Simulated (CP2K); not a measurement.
The system is ZrB2.

```
Zr B
1.0
     3.17000    0.00000    0.00000
    -1.58500    2.74530    0.00000
     0.00000    0.00000    3.53300
Zr B
1 2
Direct
  0.00000 0.00000 0.00000
  0.66667 0.33333 0.50000
  0.33333 0.66667 0.50000
```

Program: CP2K 2026.2. Alike in all runs: task band structure; level PBE; no spin polarisation; cell as given; k mesh 10 × 10 × 8; smearing fermi-dirac 0.05 eV.

Problem. Order these runs on this cell by their pressure, lowest first.
A. potentials or basis POTENTIAL_UZH Zr GTH-PBE-q12, B GTH-PBE-q3; ccGRB-D basis; ADDED_MOS [15]
B. potentials or basis GTH_POTENTIALS Zr GTH-PBE-q12, B GTH-PBE-q3; SZV-MOLOPT-SR-GTH basis; ADDED_MOS [9]
C. potentials or basis GTH_POTENTIALS Zr GTH-PBE-q12, B GTH-PBE-q3; TZVP-MOLOPT-SR-GTH basis; ADDED_MOS [15]

Solution. B (-3.8 GPa), C (0.4 GPa), A (2.8 GPa).

Caveats: the basis of atomic orbitals isn't converged, which shifts pressures, moduli and gaps; a minimal basis gives rough bond lengths, pressures and levels (some runs).
